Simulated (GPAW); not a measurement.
# MgB2 (P6/mmm) in GPAW: notebook

The runs below take MgB2 through relaxation of cell and atoms, single point, with BLYP, PBE, PBEsol, PBE+D3(BJ).

All numbers are computed with GPAW 26.7.0; they aren't measurements. Logs are shortened: lines on timing, memory, paths and dates and some standing lists are left out, and cuts for length are marked. The log counts tension as positive stress, the text compression.

### 1 The structure

Symmetry: P6/mmm, No. 191, hexagonal system. The conventional cell has a = 3.085 Å, b = 3.085 Å, c = 3.523 Å, α = 90.00°, β = 90.00°, γ = 120.00°. Mg (site symmetry 6/mmm) is surrounded by 12 B at 2.51 Å. B (site symmetry -6m2) is surrounded by 3 B at 1.78 Å.

### 2 Relaxation of cell and atoms, BLYP

The input, run.py:

```python
from ase.filters import FrechetCellFilter
from ase.io import read, write
from ase.optimize import FIRE
from gpaw import GPAW, PW, setup_paths

setup_paths.insert(0, '.')

atoms = read('MgB2.xyz')

calc = GPAW(mode=PW(800),
            xc='BLYP',
            kpts={'size': (10, 10, 8), 'gamma': True},
            occupations={'name': 'fermi-dirac', 'width': 0.05},
            nbands=17,
            convergence={'density': 1e-05, 'forces': 0.0001},
            eigensolver='davidson',
            maxiter=150,
            txt='gpaw.txt')
atoms.calc = calc
opt = FIRE(FrechetCellFilter(atoms), trajectory='relax.traj', logfile='-')
done = opt.run(fmax=0.02, steps=60)
calc.write('gs.gpw')
write('result.traj', atoms)
print('Converged:', done)
print('Cell:', atoms.cell.cellpar().round(4))
print('Volume:', round(atoms.get_volume(), 4))
print(atoms.get_scaled_positions().round(5))
```

The input, MgB2.xyz:

```xyz
3
Lattice="3.0850000000 0.0000000000 0.0000000000 -1.5425000000 2.6716883707 0.0000000000 0.0000000000 0.0000000000 3.5230000000" Properties=species:S:1:pos:R:3 pbc="T T T"
Mg     0.0000000000      0.0000000000      0.0000000000
B      1.5425000002      0.8905627901      1.7615000000
B     -0.0000000002      1.7811255806      1.7615000000
```

Potentials or basis: PAW data sets generated in the run's folder for this functional, pw.

The run is started by

```console
$ gpaw-setup -f BLYP B Mg
$ OMP_NUM_THREADS=1 python run.py
```

gpaw.txt:

```text
__  _  _
 | _ |_)|_||  |
 |__||  | ||/\| - 26.7.0

Input parameters:
  mode=PW(ecut=800.0),
  convergence={'density': 1e-05, 'forces': 0.0001},
  eigensolver=Davidson(niter=2),
  kpts=MonkhorstPack(size=(10, 10, 8), gamma=True),
  maxiter=150,
  nbands=17,
  occupations=Occupations(name='fermi-dirac', width=0.05),
  xc=XC(name='BLYP')

Diagonalizing LCAO Hamiltonian
Converting LCAO to pw mode

         B  B

       Mg

Atoms  # Å, Bohr magnetons
|   | symbol |         x |        y |        z |    initial magnetic moments |
|---|--------|-----------|----------|----------|-----------------------------|
| 0 |     Mg |  0.000000 | 0.000000 | 0.000000 | ( 0.0000,  0.0000,  0.0000) |
| 1 |      B |  1.542500 | 0.890563 | 1.761500 | ( 0.0000,  0.0000,  0.0000) |
| 2 |      B | -0.000000 | 1.781126 | 1.761500 | ( 0.0000,  0.0000,  0.0000) |

Unit cell  # Å
| periodic |         x |        y |        z |  lengths |     angles |
|----------|-----------|----------|----------|----------|------------|
|      yes |  3.085000 | 0.000000 | 0.000000 | 3.085000 |  90.000000 |
|      yes | -1.542500 | 2.671688 | 0.000000 | 3.085000 |  90.000000 |
|      yes |  0.000000 | 0.000000 | 3.523000 | 3.523000 | 120.000000 |

Number of symmetries: 24
Symmetry operations  # r_c * U_cc + t_c -> r_c
|    | kind |            matrix            |
|----|------|------------------------------|
|  0 |  σ   |  1, 1, 0,  0,-1, 0,  0, 0, 1 |
|  1 |  C2  |  1, 1, 0,  0,-1, 0,  0, 0,-1 |
|  2 |  C6  |  1, 1, 0, -1, 0, 0,  0, 0, 1 |
|  3 |  S6  |  1, 1, 0, -1, 0, 0,  0, 0,-1 |
|  4 |  E   |  1, 0, 0,  0, 1, 0,  0, 0, 1 |
|  5 |  σ   |  1, 0, 0,  0, 1, 0,  0, 0,-1 |
|  6 |  σ   |  1, 0, 0, -1,-1, 0,  0, 0, 1 |
|  7 |  C2  |  1, 0, 0, -1,-1, 0,  0, 0,-1 |
|  8 |  σ   |  0, 1, 0,  1, 0, 0,  0, 0, 1 |
|  9 |  C2  |  0, 1, 0,  1, 0, 0,  0, 0,-1 |
| 10 |  C3  |  0, 1, 0, -1,-1, 0,  0, 0, 1 |
| 11 |  S3  |  0, 1, 0, -1,-1, 0,  0, 0,-1 |
| 12 |  C6  |  0,-1, 0,  1, 1, 0,  0, 0, 1 |
| 13 |  S6  |  0,-1, 0,  1, 1, 0,  0, 0,-1 |
| 14 |  σ   |  0,-1, 0, -1, 0, 0,  0, 0, 1 |
| 15 |  C2  |  0,-1, 0, -1, 0, 0,  0, 0,-1 |
| 16 |  σ   | -1, 0, 0,  1, 1, 0,  0, 0, 1 |
| 17 |  C2  | -1, 0, 0,  1, 1, 0,  0, 0,-1 |
| 18 |  C2  | -1, 0, 0,  0,-1, 0,  0, 0, 1 |
| 19 |  i   | -1, 0, 0,  0,-1, 0,  0, 0,-1 |
| 20 |  C3  | -1,-1, 0,  1, 0, 0,  0, 0, 1 |
| 21 |  S3  | -1,-1, 0,  1, 0, 0,  0, 0,-1 |
[... 124 lines left out ...]
xc functional:
  name: BLYP with 2 nearest neighbor stencil

convergence criteria:
- Maximum integral of absolute [dens]ity change: 1e-05 electrons / valence electron
- Maximum change in the atomic [forces] across last 2 cycles: 0.0001 eV/Ang OR
Maximum error relative to the maximum force is below inf
- Maximum [total energy] change in last 3 cyles: 0.0005 eV / valence electron
- Maximum integral of absolute [eigenst]ate change: 4e-08 eV^2 / valence electron
maximum number of iterations: 150

SCF iterations
|iter     | |      energy | eigst |  dens |force |
|---------|-|-------------|-------|-------|------|
|iter:   1| |  -15.026443 | +0.00 |       |      |
|iter:   2| |  -14.717339 | -1.13 | -0.91 |      |
|iter:   3| |  -13.305774 | -1.22 | -0.95 |      |
|iter:   4| |  -13.305260 | -3.25 | -1.74 |      |
|iter:   5| |  -13.309010c| -3.65 | -2.03 |      |
|iter:   6| |  -13.309004c| -5.12 | -3.08 |      |
|iter:   7| |  -13.309010c| -6.20 | -3.60 |      |
|iter:   8| |  -13.309010c| -7.50c| -4.26 |      |
|iter:   9| |  -13.309010c| -8.69c| -4.95 |      |
|iter:  10| |  -13.309010c| -9.51c| -5.48c|      |
|iter:  11| |  -13.309010c|-10.69c| -6.60c|-16.15c|

Converged in 11 steps
Energy contributions relative to reference atoms: (reference = -6794.644082)

Energy contributions:
  Kinetic:          10.720880
  Coulomb:          -6.447507
  Zero:             -0.071675
  External:          0.000000
  Xc:              -17.507746
  Entropy:          -0.005922
  Spinorbit:         0.000000
  ----------------------------
  Free energy:     -13.311971
  Extrapolated:    -13.309010
[... 43 lines left out ...]
         B  B

       Mg

Atoms  # Å, Bohr magnetons
|   | symbol |         x |        y |        z |    initial magnetic moments |
|---|--------|-----------|----------|----------|-----------------------------|
| 0 |     Mg | -0.000000 | 0.000000 | 0.000000 | ( 0.0000,  0.0000,  0.0000) |
| 1 |      B |  1.542628 | 0.890636 | 1.761910 | ( 0.0000,  0.0000,  0.0000) |
| 2 |      B | -0.000000 | 1.781273 | 1.761910 | ( 0.0000,  0.0000,  0.0000) |

Unit cell  # Å
| periodic |         x |        y |        z |  lengths |     angles |
|----------|-----------|----------|----------|----------|------------|
|      yes |  3.085255 | 0.000000 | 0.000000 | 3.085255 |  90.000000 |
|      yes | -1.542628 | 2.671909 | 0.000000 | 3.085255 |  90.000000 |
|      yes |  0.000000 | 0.000000 | 3.523820 | 3.523820 | 120.000000 |

Number of symmetries: 24
Symmetry operations  # r_c * U_cc + t_c -> r_c
|    | kind |            matrix            |
|----|------|------------------------------|
|  0 |  σ   |  1, 1, 0,  0,-1, 0,  0, 0, 1 |
|  1 |  C2  |  1, 1, 0,  0,-1, 0,  0, 0,-1 |
|  2 |  C6  |  1, 1, 0, -1, 0, 0,  0, 0, 1 |
|  3 |  S6  |  1, 1, 0, -1, 0, 0,  0, 0,-1 |
|  4 |  E   |  1, 0, 0,  0, 1, 0,  0, 0, 1 |
|  5 |  σ   |  1, 0, 0,  0, 1, 0,  0, 0,-1 |
|  6 |  σ   |  1, 0, 0, -1,-1, 0,  0, 0, 1 |
|  7 |  C2  |  1, 0, 0, -1,-1, 0,  0, 0,-1 |
|  8 |  σ   |  0, 1, 0,  1, 0, 0,  0, 0, 1 |
|  9 |  C2  |  0, 1, 0,  1, 0, 0,  0, 0,-1 |
| 10 |  C3  |  0, 1, 0, -1,-1, 0,  0, 0, 1 |
| 11 |  S3  |  0, 1, 0, -1,-1, 0,  0, 0,-1 |
| 12 |  C6  |  0,-1, 0,  1, 1, 0,  0, 0, 1 |
| 13 |  S6  |  0,-1, 0,  1, 1, 0,  0, 0,-1 |
| 14 |  σ   |  0,-1, 0, -1, 0, 0,  0, 0, 1 |
| 15 |  C2  |  0,-1, 0, -1, 0, 0,  0, 0,-1 |
| 16 |  σ   | -1, 0, 0,  1, 1, 0,  0, 0, 1 |
| 17 |  C2  | -1, 0, 0,  1, 1, 0,  0, 0,-1 |
| 18 |  C2  | -1, 0, 0,  0,-1, 0,  0, 0, 1 |
| 19 |  i   | -1, 0, 0,  0,-1, 0,  0, 0,-1 |
| 20 |  C3  | -1,-1, 0,  1, 0, 0,  0, 0, 1 |
| 21 |  S3  | -1,-1, 0,  1, 0, 0,  0, 0,-1 |
[... 127 lines left out ...]
convergence criteria:
- Maximum integral of absolute [dens]ity change: 1e-05 electrons / valence electron
- Maximum change in the atomic [forces] across last 2 cycles: 0.0001 eV/Ang OR
Maximum error relative to the maximum force is below inf
- Maximum [total energy] change in last 3 cyles: 0.0005 eV / valence electron
- Maximum integral of absolute [eigenst]ate change: 4e-08 eV^2 / valence electron
maximum number of iterations: 150

SCF iterations
|iter     | |      energy | eigst |  dens |force |
|---------|-|-------------|-------|-------|------|
|iter:   1| |  -13.309082 |       |       |      |
|iter:   2| |  -13.309082 | -6.70 | -3.91 |      |
|iter:   3| |  -13.309082c| -7.30 | -3.94 |      |
|iter:   4| |  -13.309081c| -8.58c| -4.74 |      |
|iter:   5| |  -13.309081c| -9.37c| -5.23c|      |
|iter:   6| |  -13.309081c| -9.79c| -5.57c|-15.78c|

Converged in 6 steps
Energy contributions relative to reference atoms: (reference = -6794.644082)

Energy contributions:
  Kinetic:          10.688472
  Coulomb:          -6.423380
  Zero:             -0.071678
  External:          0.000000
  Xc:              -17.499527
  Entropy:          -0.005936
  Spinorbit:         0.000000
  ----------------------------
  Free energy:     -13.312049
  Extrapolated:    -13.309081

dipole moment: (-2.225030, -3.853865, -5.082631)  # |e|*Ang

Fermi level: 7.699
Eigenvalues  # (at kpt = [0.000, 0.000, 0.000])
| band index |      eig [eV] | occ [0-2] |
|------------|---------------|-----------|
|          0 |       -68.083 |     2.000 |
|          1 |       -35.045 |     2.000 |
|          2 |       -35.045 |     2.000 |
|          3 |       -35.023 |     2.000 |
|          4 |        -4.627 |     2.000 |
|          5 |         4.768 |     2.000 |
|          6 |         7.955 |     0.012 |
|          7 |         7.955 |     0.012 |
[... 750 lines left out ...]
No gap
No difference between direct/indirect transitions

Stress tensor  # eV/Ang^3
|         x |         y |         z |
|-----------|-----------|-----------|
| -0.000034 |  0.000000 |  0.000000 |
| -0.000000 | -0.000034 |  0.000000 |
|  0.000000 |  0.000000 | -0.003638 |

Forces  # eV/Ang
|        x |       y |       z |
|----------|---------|---------|
|  0.00000 | 0.00000 | 0.00000 |  # Mg   0
|  0.00000 | 0.00000 | 0.00000 |  # B    1
| -0.00000 | 0.00000 | 0.00000 |  # B    2

Interpolating wave functions to new cell

         B  B

       Mg

Atoms  # Å, Bohr magnetons
|   | symbol |         x |        y |        z |    initial magnetic moments |
|---|--------|-----------|----------|----------|-----------------------------|
| 0 |     Mg | -0.000000 | 0.000000 | 0.000000 | ( 0.0000,  0.0000,  0.0000) |
| 1 |      B |  1.543862 | 0.891349 | 1.766953 | ( 0.0000,  0.0000,  0.0000) |
| 2 |      B | -0.000000 | 1.782698 | 1.766953 | ( 0.0000,  0.0000,  0.0000) |

Unit cell  # Å
| periodic |         x |         y |        z |  lengths |     angles |
|----------|-----------|-----------|----------|----------|------------|
|      yes |  3.087723 | -0.000000 | 0.000000 | 3.087723 |  90.000000 |
|      yes | -1.543862 |  2.674047 | 0.000000 | 3.087723 |  90.000000 |
|      yes |  0.000000 |  0.000000 | 3.533906 | 3.533906 | 120.000000 |
[... 441 lines left out ...]
| band index |      eig [eV] | occ [0-2] |
|------------|---------------|-----------|
|          0 |       -68.156 |     2.000 |
|          1 |       -35.119 |     2.000 |
|          2 |       -35.119 |     2.000 |
|          3 |       -35.096 |     2.000 |
|          4 |        -4.645 |     2.000 |
|          5 |         4.701 |     2.000 |
|          6 |         7.915 |     0.009 |
|          7 |         7.915 |     0.009 |
|          8 |         9.391 |     0.000 |
|          9 |        14.008 |     0.000 |
|         10 |        14.008 |     0.000 |
|         11 |        15.698 |     0.000 |
|         12 |        17.397 |     0.000 |
|         13 |        20.586 |     0.000 |
|        ... |               |           |
|         16 |        26.636 |     0.000 |

No gap
No difference between direct/indirect transitions

Stress tensor  # eV/Ang^3
|        x |        y |         z |
|----------|----------|-----------|
| 0.001462 | 0.000000 |  0.000000 |
| 0.000000 | 0.001462 |  0.000000 |
| 0.000000 | 0.000000 | -0.000620 |

Forces  # eV/Ang
|        x |        y |       z |
|----------|----------|---------|
| -0.00000 | -0.00000 | 0.00000 |  # Mg   0
|  0.00000 |  0.00000 | 0.00000 |  # B    1
| -0.00000 | -0.00000 | 0.00000 |  # B    2

# Writing to gs.gpw (mode='')
```

It took 4 min on 1 thread of Intel Xeon at 2.70GHz, shared host; peak memory 0.28 GiB.

Results:

- Free energy: -13.3127 eV
- Relaxed volume: 9.74 Å³/atom
- Relaxed cell: a = 3.088 Å, b = 3.088 Å, c = 3.537 Å, α = 90.00°, β = 90.00°, γ = 120.00°
- Space group after relaxing (to 0.05 Å): P6/mmm (No. 191)
- Energy gained by relaxing: 0.2 meV/atom
- Ionic steps: 7
- Pressure after relaxing: -0.1 GPa
- Band gap on the k mesh: none (metal or under the smearing width)

Stress tensor (GPa, compression positive):
```
-0.23  0.00  0.00
 0.00 -0.23  0.00
 0.00  0.00  0.10
```

The path:
```tsv
step	energy change (eV)	largest force (eV/Å)	pressure (GPa)	volume (Å³)
1	0.0000	0.0000	0.66	29.04
2	-0.0001	0.0000	0.61	29.05
3	-0.0002	0.0000	0.50	29.07
4	-0.0003	0.0000	0.36	29.10
5	-0.0005	0.0000	0.20	29.14
6	-0.0006	0.0000	0.03	29.18
7	-0.0006	0.0000	-0.12	29.22
```

Final structure:
```
CELL_PARAMETERS angstrom
3.08812 0.00000 0.00000
-1.54406 2.67439 0.00000
0.00000 0.00000 3.53745
ATOMIC_POSITIONS crystal
Mg 0.00000 0.00000 0.00000
B 0.66667 0.33333 0.50000
B 0.33333 0.66667 0.50000
```

Levels at points of the mesh, in eV from the Fermi level:
| k point | band 4 | band 5 | band 6 | band 7 | band 8 | band 9 | band 10 | band 11 | band 12 | band 13 |
| --- | --- | --- | --- | --- | --- | --- | --- | --- | --- | --- |
| (0.00, 0.00, 0.00) | -42.74 | -12.29 | -2.95 | 0.27 | 0.27 | 1.74 | 6.36 | 6.36 | 8.05 | 9.75 |
| (0.00, 0.00, 0.50) | -42.75 | -11.05 | -7.31 | 0.62 | 0.62 | 6.70 | 6.70 | 7.90 | 9.70 | 9.86 |
| (0.50, 0.50, 0.00) | -42.74 | -8.48 | -7.72 | -2.19 | 0.17 | 3.03 | 4.07 | 5.39 | 6.99 | 12.56 |
| (0.50, 0.50, 0.50) | -42.74 | -7.56 | -6.83 | -3.45 | -1.92 | -1.22 | 5.80 | 8.70 | 8.96 | 12.92 |

Caveat: later steps reuse the first step's grids.

### 3 Single point, PBE

The input, run.py:

```python
from ase import Atoms
from ase.dft.bandgap import bandgap
from ase.io import write
from ase.units import Bohr, GPa
from gpaw import GPAW, PW
from gpaw.elf import elf_from_dft_calculation

atoms = Atoms(['Mg', 'B', 'B'],
              cell=[[3.085, 0.0, 0.0],
                    [-1.5425, 2.6716883707, 0.0],
                    [0.0, 0.0, 3.523]],
              scaled_positions=[[0.0, 0.0, 0.0],
                                [0.6666666667, 0.3333333333, 0.5],
                                [0.3333333333, 0.6666666667, 0.5]],
              pbc=True)

calc = GPAW(mode=PW(800),
            xc='PBE',
            kpts={'size': (10, 10, 8), 'gamma': True},
            occupations={'name': 'methfessel-paxton', 'order': 0, 'width': 0.012},
            nbands=17,
            convergence={'density': 1e-05, 'energy': 1e-05},
            maxiter=150,
            txt='gpaw.txt')
atoms.calc = calc
energy = atoms.get_potential_energy()
forces = atoms.get_forces()
stress = atoms.get_stress()
calc.write('gs.gpw')
write('result.traj', atoms)
print(f'Energy: {energy:.6f} eV')
print('Forces (eV/A):')
print(forces.round(4))
print('Stress (GPa):', (stress / GPa).round(3))
print('Fermi level:', round(calc.get_fermi_level(), 4), 'eV')
print(f'Gap: {bandgap(calc)[0]:.4f} eV, direct: {bandgap(calc, direct=True)[0]:.4f} eV')

# fields on the real-space grid
write('density.cube', atoms, data=calc.get_pseudo_density() * Bohr**3)
write('potential.cube', atoms, data=calc.get_electrostatic_potential())
write('elf.cube', atoms, data=elf_from_dft_calculation(calc).data)
```

Potentials or basis: GPAW PAW data sets (gpaw-data 1.2.1), pw.

The run is started by

```console
$ OMP_NUM_THREADS=1 python run.py
```

Run time: 57 s. Hardware: 1 thread of Intel Xeon at 2.70GHz, shared host; peak memory 0.19 GiB.

It converged, with:

```
Free energy            : -15.4249 eV
Pressure               : -1.1 GPa
Band gap on the k mesh : none (metal or under the smearing width)
```

Stress tensor (GPa, compression positive):
```
-0.76  0.00  0.00
 0.00 -0.76  0.00
 0.00  0.00 -1.83
```

Levels at points of the mesh, in eV from the Fermi level:
| k point | band 5 | band 6 | band 7 | band 8 | band 9 | band 10 | band 11 | band 12 |
| --- | --- | --- | --- | --- | --- | --- | --- | --- |
| (0.00, 0.00, 0.00) | -12.44 | -2.96 | 0.34 | 0.34 | 1.62 | 6.27 | 6.27 | 8.04 |
| (0.00, 0.00, 0.50) | -11.16 | -7.46 | 0.71 | 0.71 | 6.61 | 6.61 | 7.90 | 9.80 |
| (0.50, 0.50, 0.00) | -8.56 | -7.85 | -2.20 | 0.18 | 3.04 | 3.84 | 5.28 | 7.08 |
| (0.50, 0.50, 0.50) | -7.59 | -6.93 | -3.59 | -1.90 | -1.33 | 5.67 | 8.75 | 8.86 |

(Continued in part 2 of 2.)
